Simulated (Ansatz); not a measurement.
**LiBr (Fm-3m): elasticity against pressure**

```
CELL_PARAMETERS angstrom
0.00000 2.70613 2.70613
2.70613 0.00000 2.70613
2.70613 2.70613 0.00000
ATOMIC_POSITIONS crystal
Li 0.00000 0.00000 0.00000
Br 0.50000 0.50000 0.50000
```

This is the zero-pressure cell. At each pressure cell and atoms are relaxed in this structure, and the constants are slopes of the stress at strains of ±0.005 with relaxed ions (the coefficients that govern stability under load). Level: PBEsol, PAW on Ansatz 0.2.0's default frozen-core files (fitted under PBE), scalar-relativistic; k mesh 8×8×8, strains of ±0.005, fixed occupations, cutoff 420 eV. P is the pressure of the relaxed cell, less that of this one.

| P (GPa) | V/V₀ | C11 (GPa) | C12 (GPa) | C44 (GPa) |
| --- | --- | --- | --- | --- |
| 0.00 | 1.0000 | 52.3 | 17.0 | 19.8 |
| 1.06 | 0.9664 | 62.0 | 19.0 | 21.1 |
| 2.00 | 0.9410 | 70.4 | 20.7 | 22.2 |
| 4.02 | ? | ? | ? | ? |
| 7.03 | 0.8448 | 112.8 | 29.3 | 27.7 |
| 10.02 | 0.8053 | 136.7 | 34.1 | 30.8 |
| 15.01 | 0.7547 | 175.1 | 41.7 | 35.6 |

**Question.** Does the bulk modulus from the constants agree with the pressure-volume curve?

**Answer.** A third-order Birch-Murnaghan fit to the volumes shown (F against f, f = [(V₀/V)^(2/3) − 1]/2) gives B₀ = 28.8 GPa and B′ = 4.4. Its −V dP/dV stands beside (C11 + 2C12)/3:

```csv
P (GPa),from P(V),from the constants
0.00,28.8,28.8
1.06,33.3,33.3
2.00,37.2,37.3
7.03,57.1,57.1
10.02,68.3,68.3
15.01,86.6,86.2
```

**Question.** What are the pressure derivatives at zero pressure?

**Answer.** Slopes at V₀ of quadratic fits in −ln(V/V₀) through the first four rows shown, divided by B₀: dC11/dP = 9.2, dC12/dP = 1.9, dC44/dP = 1.2. The mean slopes up to 2.0 GPa are 9.1, 1.9, 1.2; curvature and scatter of the constants part the two. The combination (dC11/dP + 2 dC12/dP)/3 = 4.3 stands against B′.

**Question.** Fill the row at 4.02 GPa.

**Answer.** Cubic fits in −ln(V/V₀) through all rows shown give C11 = 87.9, C12 = 24.3, C44 = 24.5 GPa. Computed: V/V₀ = 0.8961, C11 (GPa) = 87.9, C12 (GPa) = 24.3, C44 (GPa) = 24.5.

**Question.** Does a shear stiffness soften?

**Answer.** C44 goes from 19.8 to 35.6 GPa; (C11 − C12)/2 goes from 17.6 to 66.7 GPa. Neither ends more than 3 % under its start, and the lattice stays mechanically stable over this range.

Limits of these numbers: no other phase was computed; many crystals of this kind change structure within this range, and rows or crossings beyond such a change describe a metastable lattice; frozen-core PAW files fitted under PBE, their cores solved anew for the functional of the run; phonons weren't checked at these pressures.
